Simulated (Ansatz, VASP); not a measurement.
**C: VASP beside Ansatz**

```
CELL_PARAMETERS angstrom
-1.27370 2.46970 2.10205
1.27370 -2.46970 2.10205
1.27370 2.46970 -2.10205
ATOMIC_POSITIONS crystal
C 0.94126 0.35415 0.58711
C 0.73296 0.64585 0.08711
C 0.05874 0.64585 0.41289
C 0.26704 0.35415 0.91289
```

Alike in both runs: functional PBE; k mesh 10 × 10 × 10; occupations gaussian, width 0.02 eV; no spin polarisation.

Ansatz relaxed the structure, and its values are those at the end. VASP's run is a single point on that final structure, the one shown.

|  | VASP | Ansatz |
| --- | --- | --- |
| version | VASP 6.6.1 | Ansatz 0.2.0 |
| potentials or method | VASP PAW PBE potentials, release 64 (C) | scalar-relativistic, plane waves, PAW |
| plane-wave cutoff (eV) | 520 | 420 |
| valence electrons in the cell | 16 | 16 |

|  | VASP | Ansatz | Ansatz less VASP |
| --- | --- | --- | --- |
| gap on the k mesh at the Fermi level (eV) | 2.71 | 2.72 | +0.007 |
| least direct gap on the mesh (eV) | 3.95 | 3.96 | +0.006 |
| pressure (GPa) | 0.5 | 0.0 | -0.52 |
| rms of the force components (eV/Å) | 0.011 | 0.001 | -0.0104 |
